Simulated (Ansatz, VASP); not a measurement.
# Cross-check of Ti36O71 (V_O hop (2.5 A)) between VASP and Ansatz

Aim: how closely do two programs agree when they are given the same cell, functional and k mesh? The Ansatz run is a path of several images between two structures; VASP solves its first image, and the two are compared there.

Calculated with Ansatz 0.2.0; plane waves, with VASP 6.6.1 beside it; single point at PBEsol.

## 1. Starting point

The cell holds 107 atoms: 36 Ti and 71 O. Its edges and angles: a = 11.306 Å, b = 11.306 Å, c = 10.944 Å, α = 110.1°, β = 110.1°, γ = 90.0°. It derives from TiO2 (TiO2 (I4_1/amd)). Nearest the centre at fractional (0.625, 0.375, 0.375): O64 at 0.62 Å, Ti31 at 1.73 Å, Ti18 at 1.76 Å, O74 at 2.62 Å, O98 at 2.62 Å, O69 at 2.72 Å, O93 at 2.72 Å, O71 at 2.78 Å. The cell carries charge +2.

## 2. Ansatz: path of images, PBEsol

Ansatz runs on its default PAW (the set named soft_2) files.

With cell and atoms fixed, the geometry can't cause a difference; cores, projectors, grids and the points listed under the comparison can.

input.yaml reads:

```yaml
crystal:
  lattice:
    - [0.0, -11.30637963, 0.0]
    - [11.30637963, 0.0, 0.0]
    - [-3.76879321, 3.76879321, 9.55830747]
  atoms:
    - { symbol: Ti, position: [0.00085667, 0.00020588, 0.00152977] }
    - { symbol: Ti, position: [0.25116629, 0.08480325, 0.25070388] }
    - { symbol: O, position: [0.320792, 0.15335445, 0.45751402] }
    - { symbol: O, position: [0.0699307, 0.07032403, 0.20883729] }
    - { symbol: O, position: [0.18223714, 0.01288998, 0.04384215] }
    - { symbol: O, position: [0.26541541, 0.26465622, 0.29157725] }
    - { symbol: Ti, position: [-0.00038291, -6.426e-05, 0.49823676] }
    - { symbol: Ti, position: [0.24962583, 0.08201908, 0.74830894] }
    - { symbol: O, position: [0.31865004, 0.15135876, 0.9552642] }
    - { symbol: O, position: [0.06954276, 0.06797267, 0.70669474] }
    - { symbol: O, position: [0.18022653, 0.01233183, 0.53990954] }
    - { symbol: O, position: [0.26172462, 0.26244549, 0.78828583] }
    - { symbol: Ti, position: [-0.00017729, 0.33279935, -0.0019658] }
    - { symbol: Ti, position: [0.24936243, 0.41639457, 0.2486522] }
    - { symbol: O, position: [0.31845416, 0.48532627, 0.45613447] }
    - { symbol: O, position: [0.06896286, 0.4022657, 0.20568432] }
    - { symbol: O, position: [0.17884418, 0.34415413, 0.03919768] }
    - { symbol: O, position: [0.26253207, 0.59747552, 0.29289454] }
    - { symbol: Ti, position: [-0.00050581, 0.33425735, 0.4997072] }
    - { symbol: Ti, position: [0.24932063, 0.4158518, 0.74747857] }
    - { symbol: O, position: [0.31645556, 0.4847886, 0.95437133] }
    - { symbol: O, position: [0.06884527, 0.40277366, 0.70644985] }
    - { symbol: O, position: [0.18038534, 0.34770788, 0.54063281] }
    - { symbol: O, position: [0.264244, 0.59762966, 0.79157308] }
    - { symbol: Ti, position: [0.00130008, 0.66757466, 0.00254083] }
    - { symbol: Ti, position: [0.25109131, 0.74970907, 0.25176789] }
    - { symbol: O, position: [0.32430184, 0.81879553, 0.45853336] }
    - { symbol: O, position: [0.07040207, 0.73778598, 0.20978816] }
    - { symbol: O, position: [0.18184311, 0.68207846, 0.0437774] }
    - { symbol: O, position: [0.26803539, 0.9309633, 0.29226179] }
    - { symbol: Ti, position: [-5.542e-05, 0.66543075, 0.49976272] }
    - { symbol: Ti, position: [0.25012332, 0.7494906, 0.74908272] }
    - { symbol: O, position: [0.32051945, 0.81848414, 0.95784969] }
    - { symbol: O, position: [0.06875678, 0.73652929, 0.70640869] }
    - { symbol: O, position: [0.18091818, 0.6801507, 0.54178266] }
    - { symbol: O, position: [0.26358344, 0.93011289, 0.79215208] }
    - { symbol: Ti, position: [0.33101253, -0.0001012, -0.00231969] }
    - { symbol: Ti, position: [0.58006431, 0.06048987, 0.23993307] }
    - { symbol: O, position: [0.64983888, 0.14569194, 0.4486168] }
    - { symbol: O, position: [0.40591985, 0.0768759, 0.20846043] }
    - { symbol: O, position: [0.51354289, 0.00932138, 0.04021203] }
    - { symbol: O, position: [0.61131671, 0.31980665, 0.33248252] }
    - { symbol: Ti, position: [0.33263808, -0.0003584, 0.49777133] }
    - { symbol: Ti, position: [0.57971615, 0.08307471, 0.75071271] }
    - { symbol: O, position: [0.65185177, 0.15198395, 0.95671866] }
    - { symbol: O, position: [0.40195899, 0.06810869, 0.7068532] }
    - { symbol: O, position: [0.51479462, 0.01668103, 0.54274056] }
    - { symbol: O, position: [0.59763922, 0.26311038, 0.78945561] }
    - { symbol: Ti, position: [0.32632492, 0.3316389, -0.00612932] }
    - { symbol: Ti, position: [0.57568749, 0.41812693, 0.22709736] }
    - { symbol: O, position: [0.39886321, 0.40637386, 0.20060767] }
    - { symbol: O, position: [0.51117417, 0.34384038, 0.03300013] }
    - { symbol: O, position: [0.60478812, 0.5953659, 0.31407703] }
    - { symbol: Ti, position: [0.33335669, 0.3340591, 0.49938491] }
    - { symbol: Ti, position: [0.582306, 0.41770912, 0.75072087] }
    - { symbol: O, position: [0.65402663, 0.48575533, 0.95698741] }
    - { symbol: O, position: [0.40246398, 0.40207412, 0.70661276] }
    - { symbol: O, position: [0.5167265, 0.35337316, 0.54373892] }
    - { symbol: O, position: [0.59851086, 0.59829587, 0.79413409] }
    - { symbol: Ti, position: [0.3300924, 0.6657299, -0.00231215] }
    - { symbol: Ti, position: [0.58061844, 0.74017824, 0.24282402] }
    - { symbol: O, position: [0.65378736, 0.8263149, 0.46143236] }
    - { symbol: O, position: [0.40399669, 0.72858283, 0.20852392] }
    - { symbol: O, position: [0.51489354, 0.67600434, 0.04446402] }
    - { symbol: O, position: [0.595099, 0.92126413, 0.28446184] }
    - { symbol: Ti, position: [0.33347535, 0.66527547, 0.49944168] }
    - { symbol: Ti, position: [0.58240712, 0.74965454, 0.7531683] }
    - { symbol: O, position: [0.65155809, 0.81913809, 0.95973335] }
    - { symbol: O, position: [0.40283864, 0.73715482, 0.70642226] }
    - { symbol: O, position: [0.51849604, 0.66987552, 0.54347019] }
    - { symbol: O, position: [0.59753674, 0.93064075, 0.79255044] }
[... 3 lines left out ...]
    - { symbol: O, position: [0.984585, 0.15341235, 0.45751787] }
    - { symbol: O, position: [0.7336389, 0.07680273, 0.20837647] }
    - { symbol: O, position: [0.84763825, 0.01268781, 0.0435009] }
    - { symbol: O, position: [0.92961531, 0.26466595, 0.29154245] }
    - { symbol: Ti, position: [0.67139391, 0.00584529, 0.51190801] }
    - { symbol: Ti, position: [0.92173542, 0.08309992, 0.75266189] }
    - { symbol: O, position: [0.98670739, 0.15136722, 0.95752652] }
    - { symbol: O, position: [0.7365455, 0.06944898, 0.70826509] }
    - { symbol: O, position: [0.84757041, 0.01673635, 0.54279938] }
    - { symbol: O, position: [0.93153046, 0.2640003, 0.7919136] }
    - { symbol: Ti, position: [0.67108968, 0.33224924, -0.00450125] }
    - { symbol: Ti, position: [0.91751553, 0.41652605, 0.24896917] }
    - { symbol: O, position: [0.98600306, 0.48534986, 0.45611488] }
    - { symbol: O, position: [0.73563157, 0.40667869, 0.20100925] }
    - { symbol: O, position: [0.84814969, 0.34395961, 0.03917569] }
    - { symbol: O, position: [0.93378575, 0.59755783, 0.29297334] }
    - { symbol: Ti, position: [0.67001499, 0.31681521, 0.50864141] }
    - { symbol: Ti, position: [0.91924559, 0.41842071, 0.75258285] }
    - { symbol: O, position: [0.98714072, 0.48687053, 0.95924446] }
    - { symbol: O, position: [0.73753465, 0.40378243, 0.71121942] }
    - { symbol: O, position: [0.84652368, 0.35333075, 0.54430306] }
    - { symbol: O, position: [0.93179739, 0.59858645, 0.79499054] }
    - { symbol: Ti, position: [0.67012869, 0.66648137, 0.0007867] }
    - { symbol: Ti, position: [0.91810123, 0.7499914, 0.25230556] }
    - { symbol: O, position: [0.98203773, 0.81888873, 0.45873893] }
    - { symbol: O, position: [0.73577704, 0.72883079, 0.20928179] }
    - { symbol: O, position: [0.84838138, 0.68267165, 0.04418103] }
    - { symbol: O, position: [0.92763663, 0.93103734, 0.29234724] }
    - { symbol: Ti, position: [0.67160229, 0.69353742, 0.5138152] }
    - { symbol: Ti, position: [0.92034412, 0.74994935, 0.75358223] }
    - { symbol: O, position: [0.98757657, 0.81964302, 0.95906797] }
    - { symbol: O, position: [0.73816997, 0.743522, 0.71383094] }
    - { symbol: O, position: [0.8442226, 0.66996071, 0.54323408] }
    - { symbol: O, position: [0.93232384, 0.93057165, 0.79279406] }
total_charge: 2
basis:
  ecutwfc: 420
  xc_grid: 2
hamiltonian:
  xc: pbesol
kpoints:
  mp_grid: { grid: [1, 1, 1], shift: [0.25, 0.25, 0.25] }
scf:
  occupations: { method: fixed }
  max_iter: 120
output:
  forces: true
neb:
  images: 3
  f_tol: 0.04
  climbing: true
  initial_path: idpp
  max_iterations: 45
  order_check: false
  final_atoms:
    - { symbol: Ti, position: [0.00049714, -0.0004803, 0.00075211] }
    - { symbol: Ti, position: [0.25068231, 0.0836479, 0.25008314] }
[... 3 atom lines left out ...]
    - { symbol: O, position: [0.26462241, 0.26373839, 0.29374477] }
    - { symbol: Ti, position: [-0.00045197, -0.00064317, 0.49808145] }
[... 3 atom lines left out ...]
    - { symbol: O, position: [0.18022338, 0.01127736, 0.54006807] }
[... 2 atom lines left out ...]
    - { symbol: Ti, position: [0.2511166, 0.41481379, 0.25013822] }
[... 2 atom lines left out ...]
    - { symbol: O, position: [0.18175347, 0.34620121, 0.04335228] }
    - { symbol: O, position: [0.26597705, 0.59565657, 0.29233844] }
    - { symbol: Ti, position: [0.00128086, 0.33266967, 0.50119289] }
    - { symbol: Ti, position: [0.25084526, 0.41626332, 0.751936] }
[... 1 atom line left out ...]
    - { symbol: O, position: [0.07181263, 0.404986, 0.71069995] }
    - { symbol: O, position: [0.18168642, 0.34682483, 0.5442251] }
[... 2 atom lines left out ...]
    - { symbol: Ti, position: [0.25100586, 0.74914687, 0.25165629] }
[... 2 atom lines left out ...]
    - { symbol: O, position: [0.18110554, 0.681073, 0.04318332] }
    - { symbol: O, position: [0.26858216, 0.93018389, 0.29110806] }
    - { symbol: Ti, position: [-0.00054024, 0.66425741, 0.49917152] }
    - { symbol: Ti, position: [0.24978219, 0.74883771, 0.74836239] }
[... 2 atom lines left out ...]
    - { symbol: O, position: [0.18070698, 0.6787432, 0.54105362] }
[... 1 atom line left out ...]
    - { symbol: Ti, position: [0.33029895, -0.00090978, -0.00369269] }
[... 2 atom lines left out ...]
    - { symbol: O, position: [0.40640429, 0.07912046, 0.20664297] }
    - { symbol: O, position: [0.51249462, 0.0056254, 0.03610512] }
[... 3 atom lines left out ...]
    - { symbol: O, position: [0.65211105, 0.15074932, 0.95571281] }
[... 2 atom lines left out ...]
    - { symbol: O, position: [0.59650076, 0.2633047, 0.79287634] }
[... 12 atom lines left out ...]
    - { symbol: Ti, position: [0.57926177, 0.74326496, 0.23804652] }
    - { symbol: O, position: [0.65553727, 0.8279762, 0.465471] }
    - { symbol: O, position: [0.40311231, 0.73236357, 0.20717063] }
    - { symbol: O, position: [0.51411265, 0.67957558, 0.04169556] }
    - { symbol: O, position: [0.59685256, 0.92281255, 0.28843144] }
[... 3 atom lines left out ...]
    - { symbol: O, position: [0.40299815, 0.73629773, 0.70638374] }
    - { symbol: O, position: [0.51699168, 0.67230176, 0.54147665] }
    - { symbol: O, position: [0.59903316, 0.92990368, 0.79012456] }
[... 2 atom lines left out ...]
    - { symbol: O, position: [0.98812828, 0.15160246, 0.45696247] }
    - { symbol: O, position: [0.73215085, 0.07919501, 0.20638265] }
    - { symbol: O, position: [0.84777129, 0.01186646, 0.04341352] }
[... 5 atom lines left out ...]
    - { symbol: O, position: [0.84662266, 0.02052728, 0.54131326] }
[... 1 atom line left out ...]
    - { symbol: Ti, position: [0.66834175, 0.33131414, -0.00084985] }
    - { symbol: Ti, position: [0.91728352, 0.41500734, 0.25047087] }
[... 1 atom line left out ...]
    - { symbol: O, position: [0.73391763, 0.39576643, 0.20609022] }
[... 4 atom lines left out ...]
    - { symbol: O, position: [0.98893262, 0.48659534, 0.96154339] }
    - { symbol: O, position: [0.73948062, 0.40515868, 0.71695325] }
[... 1 atom line left out ...]
    - { symbol: O, position: [0.93192093, 0.59767426, 0.79459084] }
[... 1 atom line left out ...]
    - { symbol: Ti, position: [0.91801392, 0.74943658, 0.25212417] }
    - { symbol: O, position: [0.98261245, 0.81811898, 0.45762271] }
    - { symbol: O, position: [0.73584042, 0.73241187, 0.2071771] }
[... 5 atom lines left out ...]
    - { symbol: O, position: [0.73708261, 0.73973623, 0.70967374] }
    - { symbol: O, position: [0.8446852, 0.67221754, 0.54138683] }
    - { symbol: O, position: [0.93008963, 0.93055003, 0.79199109] }
```

Run with:

```console
> ansatz run input.yaml --threads 32 --pin off --max-ram 84787MiB --backend cuda --events-out ev --progress --plain --runs-dir out --max-vram 78GiB
```

Numbers of over 12 decimals in the logs are rounded to 6 here.

Log:

```text
Warning: neb: disabling space-group detection — the band's intermediate images generally break the endpoint symmetry, so the full k-mesh is solved, and no spatial operation symmetrises the density, except that a semilocal band can use its path's symmetry ahead of convergence
Engine: ansatz 0.2.0, aarch64-unknown-linux-gnu
Pseudopotentials: kind: paw
Pseudopotential: Ti, paw, valence charge 12, recommended cutoff 420 eV (normal), Ti.paw.azcp
Pseudopotential: O, paw, valence charge 6, recommended cutoff 420 eV (normal), O.paw.azcp
Functional definition: PBEsol
  exchange = pbesol_x
  correlation = pbesol_c
parallel-image band execution: 3 concurrent image workers
NEB image 0
[...]
Crystal: 107 atoms, lattice volume = 1221.879 Å³
Basis set: ecut = 420 eV, 23913 PW (Γ), exchange–correlation on 160×160×150 points (8 copies of the dense FFT grid, shifted against one another)
Bands: 535, of which v1, the nominal top of the filled ones, is band 428 counted from 1 (427 counted from 0)
Symmetry: 1 space group operations
k-points: 1
Non-local potential: Ti, projectors of the file, l = 0: 3, l = 1: 2, l = 2: 3, l = 3: 1
Non-local potential: O, projectors of the file, l = 0: 2, l = 1: 2, l = 2: 1
PAW form: soft (Blöchl's): semilocal exchange-correlation on the pseudo side does not see the compensation charge
PAW frozen core: Ti, regenerated for the run's functional, and the local potential with it (the file was generated under x = pbe(κ = 0.804, μ = 0.219515), c = pbe(β = 0.066725))
PAW frozen core: O, regenerated for the run's functional, and the local potential with it (the file was generated under x = pbe(κ = 0.804, μ = 0.219515), c = pbe(β = 0.066725))
PAW one-centre angular grid: Ti, 590 points (default); XC on 64 Gauss nodes
PAW one-centre angular grid: O, 110 points (default); XC on 64 Gauss nodes
Initial density: superposition of atomic densities (neutral atoms scaled as one to the charged cell's electrons: chi_scale 0, normalization atom), corrected by the library's trained network
Initial wavefunctions: pseudopotential atomic-orbital guess
[...]
Functional: x = pbesol(κ = 0.804, μ = 0.123457), c = pbesol(β = 0.046)
SCF iter   1: F=—  HF=-129052.167484 eV  |F-HF|=—  |Δ(HF+E_count)|=         —  Δρ=1.51e-2  dr2=2.51e0  ethr=1.77e-3  ⟨swp⟩=3.0  Hψ=1626  notcnv=0  defer=101
preconditioner: auto → Resta (q_TF=auto, 2.571 Å⁻¹)  ε∞=8.0  [insulator: Δε(μ)=2.360 eV  Ē_g=9.583 eV  n_scr=362 (ndim 8)  ℏωp=25.3 eV  f_vac=0.105  ε∞_Penn≈8.0]
SCF iter   2: F=—  HF=-129051.790426 eV  |F-HF|=—  |Δ(HF+E_count)|=   3.77e-1  Δρ=7.22e-3  dr2=5.29e-1  ethr=2.93e-4  ⟨swp⟩=2.0  Hψ=857  notcnv=0  defer=105
[...]
SCF iter  12: F=-129051.710971 eV  HF=-129051.710971 eV  |F-HF|=1.18e-8  |Δ(HF+E_count)|=   4.23e-9  Δρ=2.57e-6  dr2=9.83e-8  ethr=1.17e-11  ⟨swp⟩=3.0  Hψ=1669  notcnv=0
SCF 1 converged in 12 iterations: F = -129051.710971 eV  dr2 = 9.83e-8
  greatest PAW one-centre occupation: 0.999 electrons in one spin orbital (limit 2), on the Ti atom at site 12 (counted from 0), in its partial waves of l = 0
[...]
NSCF: frozen V_eff on 1 k-points
NEB image 4
[...]
SCF 2 converged in 12 iterations: F = -129051.711019 eV  dr2 = 9.68e-8
  greatest PAW one-centre occupation: 0.999 electrons in one spin orbital (limit 2), on the Ti atom at site 19 (counted from 0), in its partial waves of l = 0
[...]
NSCF: frozen V_eff on 1 k-points
NEB end point (image 0): max|allowed force component| = 1.231e-2 eV/Å (the criterion of neb.relax_end_points is 1.000e-2)
NEB end point (image 4): max|allowed force component| = 4.715e-3 eV/Å (the criterion of neb.relax_end_points is 1.000e-2)
NEB image 1
[...]
preconditioner: auto → Resta (q_TF=auto, 2.571 Å⁻¹)  ε∞=8.0  [insulator: Δε(μ)=2.360 eV  Ē_g=9.592 eV  n_scr=362 (ndim 8)  ℏωp=25.3 eV  f_vac=0.105  ε∞_Penn≈8.0]
[...]
SCF 3 converged in 12 iterations: F = -129051.608723 eV  dr2 = 7.12e-8
NEB image 2
[...]
SCF 4 converged in 12 iterations: F = -129051.526055 eV  dr2 = 5.30e-8
NEB image 3
[...]
SCF 5 converged in 12 iterations: F = -129051.608530 eV  dr2 = 6.63e-8
NEB iter   1: max|band force component| = 1.538e0 eV/Å  barrier→ = 0.1849 eV  barrier← = 0.1850 eV  Δτ_max = 0.0790 Å  (60 SCF iters)
NEB image 1
[...]
SCF 6 converged in 9 iterations: F = -129051.672217 eV  dr2 = 5.59e-8
[...]
SCF 7 converged in 9 iterations: F = -129051.639229 eV  dr2 = 8.68e-8
[...]
SCF 8 converged in 9 iterations: F = -129051.671965 eV  dr2 = 4.25e-8
[...]
SCF 9 converged in 9 iterations: F = -129051.695277 eV  dr2 = 4.84e-8
[...]
SCF 10 converged in 9 iterations: F = -129051.680236 eV  dr2 = 8.02e-8
[...]
SCF 11 converged in 9 iterations: F = -129051.695205 eV  dr2 = 4.93e-8
[...]
SCF 12 converged in 8 iterations: F = -129051.697502 eV  dr2 = 2.63e-8
[...]
SCF 13 converged in 8 iterations: F = -129051.684092 eV  dr2 = 5.18e-8
[...]
SCF 14 converged in 8 iterations: F = -129051.697387 eV  dr2 = 2.54e-8
[...]
SCF 15 converged in 8 iterations: F = -129051.698711 eV  dr2 = 1.74e-8
[...]
SCF 16 converged in 8 iterations: F = -129051.686018 eV  dr2 = 2.37e-8
[...]
SCF 17 converged in 7 iterations: F = -129051.698493 eV  dr2 = 8.59e-8
[...]
SCF 18 converged in 6 iterations: F = -129051.699141 eV  dr2 = 6.02e-8
[...]
SCF 19 converged in 7 iterations: F = -129051.686743 eV  dr2 = 1.93e-8
[...]
SCF 20 converged in 6 iterations: F = -129051.698947 eV  dr2 = 6.41e-8
[...]
SCF converged after 7 iterations
[...]
- { symbol: O, position: [0.400039, 0.404071, 0.200915] }
    - { symbol: O, position: [0.511387, 0.343056, 0.033789] }
    - { symbol: O, position: [0.603606, 0.601723, 0.310664] }
    - { symbol: Ti, position: [0.333254, 0.333216, 0.500591] }
    - { symbol: Ti, position: [0.580900, 0.417685, 0.753201] }
    - { symbol: O, position: [0.654073, 0.486018, 0.958990] }
    - { symbol: O, position: [0.402298, 0.404734, 0.709219] }
    - { symbol: O, position: [0.515832, 0.344465, 0.548181] }
    - { symbol: O, position: [0.598220, 0.597981, 0.793855] }
    - { symbol: Ti, position: [0.329346, 0.665804, -0.00253898] }
    - { symbol: Ti, position: [0.579831, 0.740210, 0.240282] }
    - { symbol: O, position: [0.655231, 0.829262, 0.464673] }
    - { symbol: O, position: [0.403436, 0.729662, 0.207852] }
    - { symbol: O, position: [0.514566, 0.676983, 0.043241] }
    - { symbol: O, position: [0.595653, 0.919675, 0.285221] }
    - { symbol: Ti, position: [0.333653, 0.664383, 0.499173] }
    - { symbol: Ti, position: [0.582135, 0.749235, 0.752648] }
    - { symbol: O, position: [0.652615, 0.818857, 0.958875] }
    - { symbol: O, position: [0.402894, 0.737165, 0.706309] }
    - { symbol: O, position: [0.518482, 0.670804, 0.543002] }
    - { symbol: O, position: [0.598234, 0.930372, 0.791113] }
    - { symbol: Ti, position: [0.668559, -1.9569670163470387e-5, -0.00274198] }
    - { symbol: Ti, position: [0.917113, 0.084522, 0.250642] }
    - { symbol: O, position: [0.987602, 0.152290, 0.456847] }
    - { symbol: O, position: [0.732203, 0.078081, 0.206944] }
    - { symbol: O, position: [0.847826, 0.012354, 0.043472] }
    - { symbol: O, position: [0.929573, 0.264309, 0.292515] }
    - { symbol: Ti, position: [0.670833, 0.00870537, 0.509643] }
    - { symbol: Ti, position: [0.921371, 0.083353, 0.752446] }
    - { symbol: O, position: [0.986728, 0.151093, 0.957716] }
    - { symbol: O, position: [0.736198, 0.072154, 0.706689] }
    - { symbol: O, position: [0.847180, 0.019634, 0.541959] }
    - { symbol: O, position: [0.933483, 0.264354, 0.794097] }
    - { symbol: Ti, position: [0.669915, 0.331552, -0.00303857] }
    - { symbol: Ti, position: [0.917033, 0.415646, 0.249347] }
    - { symbol: O, position: [0.984228, 0.484579, 0.457280] }
[...]
- { symbol: Ti, position: [0.673117, 0.320969, 0.518231] }
    - { symbol: Ti, position: [0.922228, 0.418375, 0.755046] }
[...]
- { symbol: Ti, position: [0.670849, 0.666236, 0.000258507] }
    - { symbol: Ti, position: [0.918143, 0.749724, 0.252455] }
    - { symbol: O, position: [0.981707, 0.818443, 0.458363] }
    - { symbol: O, position: [0.735932, 0.729540, 0.208320] }
    - { symbol: O, position: [0.848707, 0.682188, 0.043834] }
    - { symbol: O, position: [0.926267, 0.930567, 0.291623] }
    - { symbol: Ti, position: [0.672114, 0.695134, 0.514778] }
    - { symbol: Ti, position: [0.920583, 0.749777, 0.753573] }
    - { symbol: O, position: [0.987606, 0.819588, 0.958681] }
    - { symbol: O, position: [0.738293, 0.743473, 0.713600] }
    - { symbol: O, position: [0.844043, 0.670795, 0.542775] }
    - { symbol: O, position: [0.931470, 0.930667, 0.792251] }
```

Reading the cycles: dr2 is the Hartree energy of the density residual (eV), the measure of convergence; HF is the Harris–Foulkes estimate of the energy, which meets the free energy F at convergence.

[end of part 1 of 2]

[Lines on the potential files, build, host, timing and source positions are cut from VASP's logs without a mark.]

[Logs are printed without paths, hosts, clocks, repeated set-up lines and the standing remarks that a program may print on its own settings, such as how far it seeks lower states.]

[Hosts, paths, dates, database ids (printed as entryN), source tags and the programs' standing remarks are cut or masked in the printed files.]
